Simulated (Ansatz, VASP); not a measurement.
# One calculation of Pt, two programs

INCAR

```
PREC = Accurate
ENCUT = 520
EDIFF = 1E-7
ISMEAR = -1
SIGMA = 0.08
LREAL = F
LASPH = T
NELM = 80
ALGO = Normal
ISIF = 2
LWAVE = F
LCHARG = F
LDIPOL = T
IDIPOL = 3
DIPOL = 0.5 0.5 0.500
GGA = PE
NBANDS = 22
```

The input KPOINTS:

```
regular mesh
0
Gamma
  12 12 1
```

POSCAR

```
Pt
1.0
    2.8080030018      0.0000000000      0.0000000000
    0.0000000000      2.8080030018      0.0000000000
    0.0000000000      0.0000000000     19.9711000000
Pt
3
Direct
    0.0000000000      0.0000000000      0.4005784376
    0.5000000000      0.5000000000      0.5000000000
    0.0000000000      0.0000000000      0.5994215624
```

Input for Ansatz:

```yaml
crystal:
  lattice:
    - [2.8080030018, 0.0, 0.0]
    - [0.0, 2.8080030018, 0.0]
    - [0.0, 0.0, 19.9711]
  atoms:
    - { symbol: Pt, position: [0.0, 0.0, 0.4005784376] }
    - { symbol: Pt, position: [0.5, 0.5, 0.5] }
    - { symbol: Pt, position: [0.0, 0.0, 0.5994215624] }
kpoints:
  mp_grid: { grid: [12, 12, 1] }
scf:
  occupations: { method: fermi_dirac, width: 0.08 }
hamiltonian:
  xc: pbe
  pseudopotentials: { kind: all_electron, lapw: { basis_error: 0.001 } }
output:
  forces: true
  stress: true
  eigenvalues: true
  populations: true
  dos: { projected: true, de: 0.2, e_range: [-14, 8] }
efield:
  axis: 3
  amplitude: 0
  dipole_correction: true
```

The slab is cut from a database's or a generator's crystal, which needn't be the stable form of the element.

Alike in both runs: task single point; functional PBE; k mesh 12 × 12 × 1; occupations fermi-dirac, width 0.08 eV; no spin polarisation.

|  | VASP | Ansatz |
| --- | --- | --- |
| version | VASP 6.6.1 | Ansatz 0.2.0 |
| potentials or method | VASP PAW PBE potentials, release 64 (Pt) | all-electron LAPW, scalar-relativistic |
| plane-wave cutoff (eV) | 520 | see its input |

|  | VASP | Ansatz | Ansatz less VASP |
| --- | --- | --- | --- |
| rms of the force components (eV/Å) | 0.200 | 0.194 | -0.0061 |

Atom by atom the forces differ by 0.006 eV/Å (rms over components). Ansatz ran all-electron here, so the differences hold the error of VASP's frozen core and of both bases.

The runs have no spin-orbit coupling, so splittings on Pt are missing.
